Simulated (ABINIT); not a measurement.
# Quasiparticle gap of BP (F-43m) in ABINIT, part 2 of 3

Wanted: ground state, empty states, screening and self-energy for BP (F-43m).

ABINIT 10.8.3; PBE and many-body steps on it, plane waves. Known limits of the many-body steps: not at the basis limit.

So far. Step 2 (Ground state): The gap is indirect, with the least direct gap 2.13 eV higher.

## Step 3: Bands along the symmetry lines

Level of this step: DFT, PBE, plane waves, norm-conserving pseudopotentials (ABINIT).

Levels along a band path, at the cheap level, show where the edges lie and whether the meshes to come will hold them.

run.abi

```
acell 3*1.0 Angstrom
rprim 
  0.000000000000 2.269000000000 2.269000000000
  2.269000000000 0.000000000000 2.269000000000
  2.269000000000 2.269000000000 0.000000000000
ntypat 2
znucl 5 15
natom 2
typat 1 2
xred 
  0.000000000000 0.000000000000 0.000000000000
  0.250000000000 0.250000000000 0.250000000000
pp_dirpath "pseudos"
pseudos "B.upf, P.upf"
ecut 34
iscf -2
irdden 1
kptopt 0
nkpt 50
kpt 
  0.00000000 0.00000000 0.00000000
  -0.06250000 -0.06250000 0.00000000
  -0.12500000 -0.12500000 0.00000000
  -0.18750000 -0.18750000 0.00000000
  -0.25000000 -0.25000000 0.00000000
  -0.31250000 -0.31250000 0.00000000
  -0.37500000 -0.37500000 0.00000000
  -0.43750000 -0.43750000 0.00000000
  -0.50000000 -0.50000000 0.00000000
  -0.48437500 -0.48437500 0.03125000
  -0.46875000 -0.46875000 0.06250000
  -0.45312500 -0.45312500 0.09375000
  -0.43750000 -0.43750000 0.12500000
  -0.42187500 -0.42187500 0.15625000
  -0.40625000 -0.40625000 0.18750000
  -0.39062500 -0.39062500 0.21875000
  -0.37500000 -0.37500000 0.25000000
  -0.37500000 0.00000000 0.37500000
  -0.32812500 0.00000000 0.32812500
  -0.28125000 0.00000000 0.28125000
  -0.23437500 0.00000000 0.23437500
  -0.18750000 0.00000000 0.18750000
  -0.14062500 0.00000000 0.14062500
  -0.09375000 0.00000000 0.09375000
  -0.04687500 0.00000000 0.04687500
  0.00000000 0.00000000 0.00000000
  0.00000000 0.00000000 0.06250000
  0.00000000 0.00000000 0.12500000
  0.00000000 0.00000000 0.18750000
  0.00000000 0.00000000 0.25000000
  0.00000000 0.00000000 0.31250000
  0.00000000 0.00000000 0.37500000
  0.00000000 0.00000000 0.43750000
  0.00000000 0.00000000 0.50000000
  -0.06250000 -0.03125000 0.46875000
  -0.12500000 -0.06250000 0.43750000
  -0.18750000 -0.09375000 0.40625000
  -0.25000000 -0.12500000 0.37500000
  -0.31250000 -0.15625000 0.34375000
  -0.37500000 -0.18750000 0.31250000
  -0.43750000 -0.21875000 0.28125000
  -0.50000000 -0.25000000 0.25000000
  -0.50000000 -0.28125000 0.21875000
  -0.50000000 -0.31250000 0.18750000
  -0.50000000 -0.34375000 0.15625000
  -0.50000000 -0.37500000 0.12500000
  -0.50000000 -0.40625000 0.09375000
  -0.50000000 -0.43750000 0.06250000
  -0.50000000 -0.46875000 0.03125000
  -0.50000000 -0.50000000 0.00000000
istwfk *1
nband 14
nbdbuf 5
tolwfr 1e-07
nstep 50
prtwf 0
prtvol 0
indata_prefix "in"
outdata_prefix "out"
tmpdata_prefix "tmp"
```

Started as:

```console
$ OMP_NUM_THREADS=1 mpirun -n 4 abinit run.abi > log
```

Numbers of over 12 decimals in the logs are rounded to 6 here.

What it wrote:

```text
.Version 10.8.3 of ABINIT. v10.8.2 released Aug 2026.

 Symmetries : space group F-4 3 m (#216); Bravais cF (face-center cubic)
[... echo of the input left out ...]
== DATASET  1 ==================================================================
-   mpi_nproc: 4, omp_nthreads: 1 (-1 if OMP is not activated)

--- !DatasetInfo
iteration_state: {dtset: 1, }
dimensions: {natom: 2, nkpt: 50, mband: 14, nsppol: 1, nspinor: 1, nspden: 1, mpw: 1524, }
cutoff_energies: {ecut:  34.0, pawecutdg:  -1.0, }
electrons: {nelect:   8.00000000E+00, charge:   0.00000000E+00, occopt:   1.00000000E+00, tsmear:   1.00000000E-02, }

 Real(R)+Recip(G) space primitive vectors, cartesian coordinates (Bohr,Bohr^-1):
 R(1)=  0.0000000  4.2877886  4.2877886  G(1)= -0.1166102  0.1166102  0.1166102
 R(2)=  4.2877886  0.0000000  4.2877886  G(2)=  0.1166102 -0.1166102  0.1166102
 R(3)=  4.2877886  4.2877886  0.0000000  G(3)=  0.1166102  0.1166102 -0.1166102
 Unit cell volume ucvol=  1.5766311E+02 bohr^3
 Angles (23,13,12)=  6.00000000E+01  6.00000000E+01  6.00000000E+01 degrees

 getcut: wavevector=  0.0000  0.0000  0.0000  ngfft=  32  32  32
         ecut(hartree)=     34.000   => boxcut(ratio)=   2.01047

--- Pseudopotential description ------------------------------------------------
- B Generated using ONCVPSP code by D. R. Hamann
-  5.00000   3.00000  171031                  znucl, zion, pspdat
12 -101130 1 -1 1534                          pspcod,pspxc,lmax,lloc,mmax
     nproj     2     2     0
  pspatm : epsatm=    3.38844616
         --- l  ekb(1:nproj) -->
             0    8.382104    1.234201
             1   -3.719492   -0.867526
 pspatm: atomic psp has been read  and splines computed

- P Generated using ONCVPSP code by D. R. Hamann
- 15.00000   5.00000  171031                  znucl, zion, pspdat
12 -101130 2 -1 1298                          pspcod,pspxc,lmax,lloc,mmax
     nproj     2     2     2
  pspatm : epsatm=    8.05910421
         --- l  ekb(1:nproj) -->
             0    6.598722    1.052341
[...]
pspatm: atomic psp has been read  and splines computed

--------------------------------------------------------------------------------

================================================================================
 prteigrs : about to open file out_EIG
 Non-SCF case, kpt    1 (  0.00000  0.00000  0.00000), residuals and eigenvalues=
  2.37E-08  3.81E-08  7.78E-08  3.02E-08  3.53E-08  3.77E-08  3.14E-08  7.10E-09
  5.52E-08  2.44E-08  2.57E-08  3.51E-08  3.30E-08  5.45E-08
 -3.0111E-01  2.6701E-01  2.6701E-01  2.6701E-01  3.9220E-01  3.9220E-01
  3.9220E-01  5.3740E-01  6.9047E-01  7.0970E-01  7.0970E-01  8.4388E-01
  8.4388E-01  8.4388E-01
 Non-SCF case, kpt    2 ( -0.06250 -0.06250  0.00000), residuals and eigenvalues=
  3.92E-08  2.39E-08  1.48E-08  3.94E-08  3.79E-08  3.76E-08  5.61E-08  3.31E-08
[...]
8.5060E-01  8.6992E-01
 Non-SCF case, kpt    3 ( -0.12500 -0.12500  0.00000), residuals and eigenvalues=
  3.40E-08  1.58E-08  7.96E-08  4.33E-08  2.38E-08  2.62E-08  2.78E-08  1.87E-08
[...]
8.7066E-01  9.0994E-01
[...]
Non-SCF case, kpt   49 ( -0.50000 -0.46875  0.03125), residuals and eigenvalues=
[...]
9.6057E-01  1.1005E+00
 Non-SCF case, kpt   50 ( -0.50000 -0.50000  0.00000), residuals and eigenvalues=
[...]
9.4719E-01  1.0966E+00

--- !ResultsGS
iteration_state: {dtset: 1, }
comment   : Summary of ground state results
lattice_vectors:
- [  0.0000000,   4.2877886,   4.2877886, ]
- [  4.2877886,   0.0000000,   4.2877886, ]
- [  4.2877886,   4.2877886,   0.0000000, ]
lattice_lengths: [   6.06385,    6.06385,    6.06385, ]
lattice_angles: [ 60.000,  60.000,  60.000, ] # degrees, (23, 13, 12)
lattice_volume:   1.5766311E+02
convergence: {deltae:  0.000E+00, res2:  0.000E+00, residm:  9.916E-08, diffor:  0.000E+00, }
etotal    :  -9.89670974E+00
entropy   :   0.00000000E+00
fermie    :   2.67006735E-01
cartesian_stress_tensor: null
pressure_GPa: null
xred      :
- [  0.0000E+00,   0.0000E+00,   0.0000E+00,  B]
- [  2.5000E-01,   2.5000E-01,   2.5000E-01,  P]
cartesian_forces: null
force_length_stats: {min: null, max: null, mean: null, }

 Integrated electronic density in atomic spheres:
 ------------------------------------------------
 Atom  Sphere_radius  Integrated_density
[...]
================================================================================

 ----iterations are completed or convergence reached----

 Mean square residual over all n,k,spin=   46.106E-09; max=  99.163E-09
 reduced coordinates (array xred) for    2 atoms
       0.000000000000      0.000000000000      0.000000000000
       0.250000000000      0.250000000000      0.250000000000

 cartesian coordinates (angstrom) at end:
    1      0.000000     0.000000     0.000000
    2      1.134500     1.134500     1.134500
 length scales=  1.889726125908  1.889726125908  1.889726125908 bohr
              =  1.000000000000  1.000000000000  1.000000000000 angstroms
 prteigrs : about to open file out_EIG
 Eigenvalues (hartree) for nkpt=  50  k points:
 kpt#   1, nband= 14, wtk=  1.00000, kpt=  0.0000  0.0000  0.0000 (reduced coord)
[...]
kpt#   2, nband= 14, wtk=  1.00000, kpt= -0.0625 -0.0625  0.0000 (reduced coord)
[...]
kpt#   3, nband= 14, wtk=  1.00000, kpt= -0.1250 -0.1250  0.0000 (reduced coord)
[...]
kpt#  49, nband= 14, wtk=  1.00000, kpt= -0.5000 -0.4687  0.0313 (reduced coord)
  -0.12244   -0.04767    0.11332    0.11345    0.32073    0.33283    0.70552    0.70931
   0.81682    0.86372    0.91200    0.94221    0.96057    1.10045
 kpt#  50, nband= 14, wtk=  1.00000, kpt= -0.5000 -0.5000  0.0000 (reduced coord)
  -0.12278   -0.04823    0.11583    0.11583    0.31652    0.32827    0.71044    0.71044
   0.82597    0.87270    0.92367    0.92367    0.94719    1.09656

== END DATASET(S) ==============================================================
================================================================================

 -outvars: echo values of variables after computation  --------
            nband          14
             nkpt          50
          spgroup         216
 [... the other variables as echoed above ...]

 Calculation completed.
```

Wall time 4 s (4 MPI ranks of Arm Neoverse V1, shared host); peak memory 0.24 GiB.

Numbers from this step:

- gap: 1.260 eV
- k of the valence top: 0, 0, 0
- k of the conduction bottom: -0.4375, -0.4375, 0
- least direct gap: 3.407 eV

The gap is 1.260 eV, −0.020 eV from the run before at this level.

Electronic bands along the path, in eV, zero at the top of the highest filled band; v1 is the highest filled band, c1 the lowest empty one:

```
    point      v4     v3     v2     v1    c1    c2     c3     c4
        Γ  -15.46   0.00   0.00   0.00  3.41  3.41   3.41   7.36
  halfway  -13.98  -3.69  -2.73  -2.73  1.82  4.96   7.71   7.71
        X  -10.61  -8.58  -4.11  -4.11  1.35  1.67  12.07  12.07
  halfway  -10.55  -8.46  -5.05  -3.96  1.65  3.01  11.32  11.62
        U  -10.61  -8.16  -6.22  -3.50  2.16  6.00   9.71  10.59
jump to K  -10.61  -8.16  -6.22  -3.50  2.16  6.00   9.71  10.59
  halfway  -13.81  -4.91  -3.87  -1.08  4.56  5.09   6.13   8.30
        Γ  -15.46   0.00   0.00   0.00  3.41  3.41   3.41   7.36
  halfway  -14.35  -4.84  -1.12  -1.12  4.00  4.76   4.76   9.60
        L  -12.14  -9.03  -1.76  -1.76  3.78  4.72   4.72  10.13
  halfway  -11.48  -8.44  -4.52  -3.11  4.19  5.20   8.29   9.77
        W  -10.33  -8.05  -5.67  -5.47  5.33  6.77   7.23   7.45
  halfway  -10.48  -8.36  -4.93  -4.86  2.90  3.37  10.21  10.99
        X  -10.61  -8.58  -4.11  -4.11  1.35  1.67  12.07  12.07
```

The electronic bands as a text plot (rows in eV, shown from -8.0 to 7.3 only):

```
    6.9 |                   ++++                     +    +
    6.3 |    +            +   +++                       ++
    5.7 |                                           +  +   +
    5.0 |  ++ ++         +      +++         +++++ +++++ +++++
    4.4 |                       +++++      +     +++ +++    +
    3.8 | +     ++      +     ++   +++  +++++++++++++
    3.1 |++            +    ++        ++                     +
    2.5 |  +++    +        +                                  +
    1.9 |     ++   ++++++++                                    ++
    1.2 |       +++++++                                         +
    0.6 |
   -0.1 |**                        ******
   -0.7 | *                      **  *  ****
   -1.3 |  **                   *  **       ****
   -2.0 |    *                **   **    **     *****
   -2.6 |    ***            **   **                 **
   -3.2 |       **        **     **        *          *
   -3.9 |     **  ********      *                    * *        *
   -4.5 |             *                               * *     **
   -5.1 |       **     **     ***           *          * * ***
   -5.8 |                *  **                          ****
   -6.4 |         *       **  **             **
   -7.0 |                   **
   -7.7 |          **      *                   *
         Γ           X  U|K            Γ         L        W     X
```

## Step 4: Empty states on the mesh, 6×6×6 mesh, 140 bands

The sums over transitions need many empty states on a uniform mesh; this step solves for them.

run.abi

```
acell 3*1.0 Angstrom
rprim 
  0.000000000000 2.269000000000 2.269000000000
  2.269000000000 0.000000000000 2.269000000000
  2.269000000000 2.269000000000 0.000000000000
ntypat 2
znucl 5 15
natom 2
typat 1 2
xred 
  0.000000000000 0.000000000000 0.000000000000
  0.250000000000 0.250000000000 0.250000000000
pp_dirpath "pseudos"
pseudos "B.upf, P.upf"
ecut 34
ngkpt 6 6 6
nshiftk 1
shiftk 0 0 0
kptopt 1
chksymbreak 0
irdden 1
istwfk *1
nband 140
prtvol 0
optdriver 6
gwr_task "HDIAGO"
paral_kgb 0
occopt 1
indata_prefix "in"
outdata_prefix "out"
tmpdata_prefix "tmp"
```

What it wrote:

```text
[banner, memory and clock lines left out]
.Version 10.8.3 of ABINIT. v10.8.2 released Aug 2026.

 Symmetries : space group F-4 3 m (#216); Bravais cF (face-center cubic)
[... echo of the input left out ...]
== DATASET  1 ==================================================================
-   mpi_nproc: 4, omp_nthreads: 1 (-1 if OMP is not activated)

--- !DatasetInfo
iteration_state: {dtset: 1, }
dimensions: {natom: 2, nkpt: 16, mband: 140, nsppol: 1, nspinor: 1, nspden: 1, mpw: 1524, }
cutoff_energies: {ecut:  34.0, pawecutdg:  -1.0, }
electrons: {nelect:   8.00000000E+00, charge:   0.00000000E+00, occopt:   1.00000000E+00, tsmear:   1.00000000E-02, }

.Using double precision arithmetic; gwpc =  8

- Reading GS density from: in_DEN

--- Pseudopotential description ------------------------------------------------
- B Generated using ONCVPSP code by D. R. Hamann
-  5.00000   3.00000  171031                  znucl, zion, pspdat
12 -101130 1 -1 1534                          pspcod,pspxc,lmax,lloc,mmax
     nproj     2     2     0
  pspatm : epsatm=    3.38844616
         --- l  ekb(1:nproj) -->
             0    8.382104    1.234201
             1   -3.719492   -0.867526
 pspatm: atomic psp has been read  and splines computed

- P Generated using ONCVPSP code by D. R. Hamann
- 15.00000   5.00000  171031                  znucl, zion, pspdat
12 -101130 2 -1 1298                          pspcod,pspxc,lmax,lloc,mmax
     nproj     2     2     2
  pspatm : epsatm=    8.05910421
         --- l  ekb(1:nproj) -->
             0    6.598722    1.052341
             1    3.369366    0.884600
             2   -3.154982   -0.827415
 pspatm: atomic psp has been read  and splines computed

   9.15804030E+01                                ecore*ucvol(ha*bohr**3)

 Total charge density [el/Bohr^3]
)     Maximum=    1.4295E-01  at reduced coord.    0.1563    0.1563    0.5313
)     Minimum=    1.0033E-03  at reduced coord.    0.2500    0.2500    0.2500
   Integrated=    8.0000E+00

 === KS gaps after direct diagonalization ===
 Indirect band gap semiconductor
 Fundamental gap:     1.347 (eV)
   VBM:     7.266 (eV) at k: [ 0.0000E+00,  0.0000E+00,  0.0000E+00]
   CBM:     8.613 (eV) at k: [ 5.0000E-01,  5.0000E-01,  0.0000E+00]
 Direct gap:         3.407 (eV) at k: [ 0.0000E+00,  0.0000E+00,  0.0000E+00]

== END DATASET(S) ==============================================================

 -outvars: echo values of variables after computation  --------
           etotal      0.0000000000E+00
            nband         140
             nkpt          16
          spgroup         216
 [... the other variables as echoed above ...]

 Calculation completed.
```

It took 15 s on 4 MPI ranks; peak memory 0.74 GiB.

This step gave:

| Quantity | Value |
| --- | --- |
| gap | 1.347 eV |
| k of the valence top | 0, 0, 0 |
| k of the conduction bottom | 0.5, 0.5, 0 |
| least direct gap | 3.407 eV |
| k points computed | 16 |
| lowest point of the top converged band, above the valence top | 159.3454 eV |

On this mesh the gap is 1.347 eV. The earlier step found 1.280 eV, so this mesh misses an edge.

## Step 5: Screening, 6×6×6 mesh, 132 bands, screening to 244.9 eV

The RPA dielectric matrix is built and inverted for each q.

This step: RPA screening on PBE, plane waves, norm-conserving pseudopotentials.

run.abi: that of step 4 with these lines changed.

```diff
@@ -20,10 +20,11 @@
 chksymbreak 0
-irdden 1
 istwfk *1
-nband 140
-prtvol 0
-optdriver 6
-gwr_task "HDIAGO"
-paral_kgb 0
 occopt 1
+irdwfk 1
+optdriver 3
+nband 132
+ecuteps 9
+inclvkb 2
+awtr 1
+symchi 1
 indata_prefix "in"
```

What it wrote:

```text
.Version 10.8.3 of ABINIT. v10.8.2 released Aug 2026.

 Symmetries : space group F-4 3 m (#216); Bravais cF (face-center cubic)
[... echo of the input left out ...]
== DATASET  1 ==================================================================
-   mpi_nproc: 4, omp_nthreads: 1 (-1 if OMP is not activated)

--- !DatasetInfo
iteration_state: {dtset: 1, }
dimensions: {natom: 2, nkpt: 16, mband: 132, nsppol: 1, nspinor: 1, nspden: 1, mpw: 1524, }
cutoff_energies: {ecut:  34.0, pawecutdg:  -1.0, }
electrons: {nelect:   8.00000000E+00, charge:   0.00000000E+00, occopt:   1.00000000E+00, tsmear:   1.00000000E-02, }

 SCREENING: Calculation of the susceptibility and dielectric matrices

 Based on a program developped by R.W. Godby, V. Olevano, G. Onida, and L. Reining.
 Incorporated in ABINIT by V. Olevano, G.-M. Rignanese, and M. Torrent.
.Using double precision arithmetic ; gwpc =  8

[... cell and pseudopotentials left out ...]
--------------------------------------------------------------------------------

 ==== K-mesh for the wavefunctions ====
 Number of points in the irreducible wedge :    16
[... list of points left out ...]
 Together with 24 symmetry operations and time-reversal symmetry
 yields   216 points in the full Brillouin Zone.

 ==== Q-mesh for the screening function ====
 Number of points in the irreducible wedge :    16
[... list of points left out ...]
 Together with 24 symmetry operations and time-reversal symmetry
 yields   216 points in the full Brillouin Zone.

 setmesh: FFT mesh size selected  =    24x   24x   24
          total number of points  =        13824

 vcoul_init : cutoff-mode = AUXILIARY_FUNCTION
 q-points for optical limit:   1
     1)      0.000010    0.000020    0.000030

- screening: taking advantage of time-reversal symmetry
- Maximum band index for partially occupied states nbvw = 4
- Remaining bands to be divided among processors   nbcw = 128
- Number of bands treated by each node ~32

 Number of electrons calculated from density =    8.0000; Expected =    8.0000
 average of density, n =  0.050741
 r_s =    1.6757
 omega_plasma =   21.7288 [eV]

 calculating chi0 at frequencies [eV] :
  1    0.000000E+00    0.000000E+00
  2    0.000000E+00    2.172879E+01

--------------------------------------------------------------------------------
  q-point number  1        q = ( 0.000000, 0.000000, 0.000000) [r.l.u.]
--------------------------------------------------------------------------------
[... chi0 elements left out ...]
 For q-point:  0.000010 0.000020 0.000030
  dielectric constant =   9.7381
  dielectric constant without local fields =  10.6502

  Average fulfillment of the sum rule on Im[epsilon] for q-point    1 :     93.34  [%]
[... wings left out ...]
  q-point number  2        q = ( 0.166667, 0.000000, 0.000000) [r.l.u.]
--------------------------------------------------------------------------------
[... chi0 elements left out ...]
  Average fulfillment of the sum rule on Im[epsilon] for q-point    2 :     95.40  [%]

 [... 14 further q-points ...]
```

Wall time 58 s (4 MPI ranks); peak memory 0.89 GiB.

This step gave:

```
ε∞ with local fields, on this mesh, along the program's q direction : 9.738
the same without local fields                                       : 10.65
plasma frequency                                                    : 21.73 eV
plane waves in the screening matrix                                 : 181
```

Local fields lower ε∞ by 9 %.

(Continued in part 3 of 3.)

[Paths, hosts, dates, memory and timing lines, banners, echoed tables and standing remarks are left out of the program output.]

[Logs are printed without paths, hosts, clocks, repeated set-up lines and the standing remarks that a program may print on its own settings, such as how far it seeks lower states.]

[Runs of the session that timed out or met a known fault of the program may be left out.]

[Hosts, paths, dates, database ids (printed as entryN), source tags and the programs' standing remarks are cut or masked in the printed files.]

[G0W0 gaps are taken among the corrected bands and points alone; a level outside them can change the order at an edge.]

[Where Ansatz stands beside ABINIT at settings called matched, ABINIT's density can come from a denser mesh and the files from another edition; pairs whose starting gaps differed by over 0.03 eV were left out, so agreement reads better than it is.]
